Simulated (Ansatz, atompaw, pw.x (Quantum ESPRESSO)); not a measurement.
# pw.x on fcc Mo: one setting changed

Potential: PAW, atompaw 4.2.0.5, PBEsol; core [Ar] 3d10, reference 4s2 4p6 4d5 5s1 5p0; waves: 4s (bound): rc 1.55 bohr; 5s (bound): rc 2.40 bohr; 4p (bound): rc 1.65 bohr; 5p (bound, empty): rc 2.40 bohr; 4d (bound): rc 2.40 bohr; 4d channel at 6.61 Ry: rc 2.40 bohr; local part: troulliermartins scheme with l = 3 at 0 Ry, radius 2.30 bohr; core correction: smooth core density matched at 1.50 bohr; augmentation: sinc compensation charge, radius 2.20 bohr; PAW radius 2.40 bohr; waves and projectors: custom rrkj gramschmidtortho.

The reference run (k-mesh 14³, cutoffs 60/600 Ry, Fermi–Dirac 0.01 Ry, mixing_beta 0.4, conv_thr 1e-9, no spin) gives 1.46 GPa at 15.547 Å³/atom, where all-electron LAPW gives 0.18 GPa. This run, with its own iteration cap, changes k-mesh points per axis to 6.

```
&control
  calculation='scf', prefix='x', pseudo_dir='./', outdir='./tmp', tstress=.true., disk_io='none'
/
&system
  ibrav=0, nat=1, ntyp=1, ecutwfc=60, ecutrho=600, nbnd=15,
  occupations='smearing', smearing='fd', degauss=0.01
/
&electrons
  conv_thr=1e-09, mixing_beta=0.4, electron_maxstep=50
/
ATOMIC_SPECIES
Mo 1.0 Mo.UPF
CELL_PARAMETERS angstrom
  0.00000000 1.98094401 1.98094401
  1.98094401 0.00000000 1.98094401
  1.98094401 1.98094401 0.00000000
ATOMIC_POSITIONS crystal
Mo 0.0000 0.0000 0.0000
K_POINTS automatic
6 6 6 0 0 0
```

```bash
pw.x < Mo.scf.in > Mo.scf.out
```

Question: How does the run end?

Answer: It converges in 11 iterations; the free energy moves by +18.3 meV/atom and the pressure by +1.08 GPa.

```
Message from routine setup:
     using ibrav=0 with symmetry is DISCOURAGED, use correct ibrav instead
     lattice parameter (alat)  =       5.2940  a.u.
     unit-cell volume          =     104.9164 (a.u.)^3
     number of electrons       =        14.00
     number of Kohn-Sham states=           15
     kinetic-energy cutoff     =      60.0000  Ry
     charge density cutoff     =     600.0000  Ry
     scf convergence threshold =      1.0E-09
     Exchange-correlation= SLA PW PSX PSC
     number of k points=    16  Fermi-Dirac smearing, width (Ry)=  0.0100
     iteration #  1     ecut=    60.00 Ry     beta= 0.40
     total energy              =    -359.51724625 Ry
     estimated scf accuracy    <       0.08173938 Ry
     iteration #  2     ecut=    60.00 Ry     beta= 0.40
     total energy              =    -359.52644627 Ry
     estimated scf accuracy    <       0.01890237 Ry
     iteration #  3     ecut=    60.00 Ry     beta= 0.40
     total energy              =    -359.52828074 Ry
     estimated scf accuracy    <       0.00624883 Ry
     [... 5 iterations left out ...]
     iteration #  9     ecut=    60.00 Ry     beta= 0.40
     total energy              =    -359.52865859 Ry
     estimated scf accuracy    <          2.9E-09 Ry
     iteration # 10     ecut=    60.00 Ry     beta= 0.40
     total energy              =    -359.52865859 Ry
     estimated scf accuracy    <          2.4E-09 Ry
     iteration # 11     ecut=    60.00 Ry     beta= 0.40
     the Fermi energy is    19.6612 ev
!    total energy              =    -359.52865859 Ry
     estimated scf accuracy    <          4.6E-11 Ry
     smearing contrib. (-TS)   =      -0.00626033 Ry
     The total energy is F=E-TS. E is the sum of the following terms:
     one-electron contribution =     -13.41804585 Ry
     hartree contribution      =      24.14126243 Ry
     xc contribution           =     -16.62720120 Ry
     ewald contribution        =    -120.02764451 Ry
     one-center paw contrib.   =    -233.59076913 Ry
     convergence has been achieved in  11 iterations
          total   stress  (Ry/bohr**3)                   (kbar)     P=       25.44
     Message from routine punch:
     Nothing written, as per user request (disk_io='none')
```

The run took about 15 s on one core of a shared host (AMD EPYC 7R43 64-Core Processor, 256 threads, 1004 GiB, load 140).
